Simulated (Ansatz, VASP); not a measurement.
# Two plane-wave programs on AlCo

```
Al Co
1.0
     2.81940    0.00000    0.00000
     0.00000    2.81940    0.00000
     0.00000    0.00000    2.81940
Al Co
1 1
Direct
  0.00000 0.00000 0.00000
  0.50000 0.50000 0.50000
```

Alike in both runs: task relaxation of cell and atoms; functional PBEsol; k mesh 16 × 16 × 16; occupations fermi-dirac, width 0.08 eV; no spin polarisation.

|  | VASP | Ansatz |
| --- | --- | --- |
| version | VASP 6.6.1 | Ansatz 0.2.0 |
| potentials or method | VASP PAW PBE potentials, release 64 (Al, Co) | PAW with Ansatz's default frozen-core files, scalar-relativistic |
| plane-wave cutoff (eV) | 600 | 420 |
| valence electrons in the cell | 12 | 20 |

```csv
,VASP,Ansatz,Ansatz less VASP
relaxed volume (Å³/atom),11.25,11.25,-0.003
relaxed cell length with the largest relative difference (Å),2.823,2.823,-0.0002
```

The two sets of potentials don't hold the same shells in valence.

Caveats: the PAW data sets were made with another functional, which shifts forces and pressure a little (VASP). Spin polarisation is off, so any magnetic state and its effect on volume and gap are missing.
